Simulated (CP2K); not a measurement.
Ti2C:

```
Ti C
1.0
     5.13200    0.00000    0.00000
     4.20692    2.93926    0.00000
     4.20692    1.32405    2.62414
Ti C
2 1
Direct
  0.75450 0.75450 0.75450
  0.24550 0.24550 0.24550
  0.50000 0.50000 0.50000
```

The cell comes from a database or a generator and needn't be the stable form of this composition.

Base run:

* Program: CP2K 2026.2
* Functional: SCAN
* Potentials or basis: POTENTIAL_UZH Ti GTH-SCAN-q12, C GTH-SCAN-q4; TZVP-MOLOPT-SCAN-GTH basis
* Density cutoff: 9184 eV
* k mesh: 10 × 10 × 10
* Occupations: fermi-dirac, width 0.01 eV
* Spin: no spin polarisation

Its results: band gap on the k mesh none (metal or under the smearing width); pressure -0.6 GPa; largest force 0.334 eV/Å.

The run is repeated on the same cell with these changes: functional from SCAN to r2SCAN; occupations from fermi-dirac, width 0.01 eV to fermi-dirac, width 0.05 eV. What comes out?

Band gap on the k mesh none (metal or under the smearing width); pressure 0.6 GPa; largest force 0.004 eV/Å.

Caveats: the basis of atomic orbitals isn't converged, which shifts pressures, moduli and gaps.

Not every run made on this cell is shown here.
